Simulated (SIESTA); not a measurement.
The system is Cu.

```xyz
1
Lattice="-1.4428 1.4428 1.3761 1.4428 -1.4428 1.3761 1.4428 1.4428 -1.3761" Properties=species:S:1:pos:R:3 pbc="T T T"
Cu    0.0000    0.0000    0.0000
```

This isn't the form of Cu at room conditions, which is fcc.

```yaml
Program: SIESTA 5.4.2
Task: relaxation of cell and atoms
Functional: LDA
Potentials_or_basis: PseudoDojo 0.4 standard (LDA files)
Basis: SZP (energy shift 0.002 Ry)
Grid_cutoff: 800 Ry
Energy_shift: 0.002 Ry
k_mesh: 13 × 13 × 13
Occupations: methfessel-paxton, width 0.1 eV
Spin: no spin polarisation
Hubbard_terms: Cu d U = 3 eV
```

At the start: pressure -9.1 GPa; volume 11.46 Å³/atom.

**Question.** Where does the relaxation end?

**Answer.** Over 8 steps the energy falls by 17.1 meV/atom and the volume is 10.88 Å³/atom (-5.0 %); space group I4/mmm (No. 139, to 0.05 Å).

Step by step:
```csv
step,energy change (eV),largest force (eV/Å),pressure (GPa),volume (Å³)
1,0.0000,0.0000,-9.15,11.46
2,-0.0153,0.0000,-3.28,11.07
3,-0.0061,0.0000,8.56,10.46
4,-0.0171,0.0000,-0.10,10.89
5,-0.0158,0.0000,-0.15,10.89
6,-0.0171,0.0000,-0.11,10.89
7,-0.0167,0.0001,1.46,10.80
8,-0.0171,0.0000,0.01,10.88
```

Final structure:
```yaml
crystal:
  lattice:
    - [-1.42160, 1.42160, 1.34627]
    - [1.42160, -1.42160, 1.34627]
    - [1.42160, 1.42160, -1.34627]
  atoms:
    - { symbol: Cu, position: [0.00000, 0.00000, 0.00000] }
```

Caveat: short orbitals over semicore shells can move pressures by several GPa; the basis of atomic orbitals isn't converged, which shifts pressures, moduli and gaps; U without spin polarisation on a metal has little footing; the U is typed as a test and isn't derived for this compound.
